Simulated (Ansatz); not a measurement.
# ZnCu: a trigonal deformation path

One table from this session's results is given with a row withheld; the runs are named, their logs left out.

Computed with Ansatz 0.2.0 (DFT PBE, scalar-relativistic, plane waves, PAW, unless a step's input says otherwise).

## Starting point

The structure is cubic, space group Pm-3m (No. 221). Conventional cell: a = 2.945 Å, b = 2.945 Å, c = 2.945 Å, α = 90.00°, β = 90.00°, γ = 90.00°. Zn (site symmetry m-3m) has 8 Cu at 2.55 Å in its first shell of neighbours. Cu (site symmetry m-3m) is surrounded by 8 Zn at 2.55 Å.

Coordinates:

```xyz
2
Lattice="2.9450 0.0000 0.0000 0.0000 2.9450 0.0000 0.0000 0.0000 2.9450" Properties=species:S:1:pos:R:3 pbc="T T T"
Zn    1.4725    1.4725    1.4725
Cu    0.0000    0.0000    0.0000
```

No relaxation comes first: the listed cell is the starting point.

## The reference cell

Reference values: F = -9944.3850 eV; pressure 2.38 GPa; largest force 0.000 eV/Å; gap on the mesh none (metal). It was computed beforehand with the settings of the runs below.

Set-up of the first run:

At fixed volume and fractional coordinates, lengths along (0.577, 0.577, 0.577) are scaled against those across it; ρ is that ratio over its starting value.

Contents of input.yaml:

```yaml
crystal:
  lattice:
    - [3.0920562433, -0.6184112487, -0.6184112487]
    - [-0.6184112487, 3.0920562433, -0.6184112487]
    - [-0.6184112487, -0.6184112487, 3.0920562433]
  atoms:
    - { symbol: Zn, position: [0.5, 0.5, 0.5] }
    - { symbol: Cu, position: [0.0, 0.0, 0.0] }
basis:
  ecutwfc: 420
kpoints:
  mp_grid: { grid: [18, 18, 18] }
hamiltonian:
  xc: pbe
scf:
  occupations: { method: gaussian, width: 0.15 }
output:
  forces: true
  stress: true
  eigenvalues: true
  write_density: true
  write_potential: true
  elf: true
  volumetric_format: npy
```

Command:

```
> ansatz run input.yaml --threads 1 --pin off --max-ram 2560MiB --backend cpu --events-out ev --progress --plain --runs-dir out
```

Steps of the session up to this table: At ρ = 0.500; ρ = 2.000; Point ρ = 0.710; Point ρ = 1.410; Point ρ = 0.600; ρ = 0.850; At ρ = 1.200; At ρ = 1.700; Point ρ = 0.930; At ρ = 1.080.

One of the session's tables, all rows but one given; the rest of the session is left out.

The scan, with free energies counted from the undisturbed cell:

| ρ | ΔE (meV/atom) | pressure (GPa) |
| --- | --- | --- |
| 0.500 | 6545.2 | 180.9 |
| 0.600 | 2697.8 | 85.7 |
| 0.710 | 965.9 | 33.9 |
| 0.850 | 165.1 | 7.7 |
| 0.930 | 28.2 | 3.3 |
| 1.000 | 0.0 | 2.4 |
| 1.080 | 24.9 | 3.2 |
| 1.200 | 115.4 | 6.4 |
| 1.410 | ? | ? |
| 1.700 | 475.2 | 20.0 |
| 2.000 | 529.6 | 22.1 |

**Question.** Estimate the row for ρ = 1.410.

Worked estimate for «ΔE (meV/atom)». A straight line through the neighbours (1.200, 115.4) and (1.700, 475.2) gives 115.4 + (475.2 − 115.4) × (1.410 − 1.200) / (1.700 − 1.200) = 266.5; a parabola fitted to 4 rows on both sides gives 306.5.

As computed: ΔE (meV/atom): 298.9; pressure (GPa): 13.1. In «ΔE (meV/atom)» the line misses by -32.4 and the parabola by +7.6.
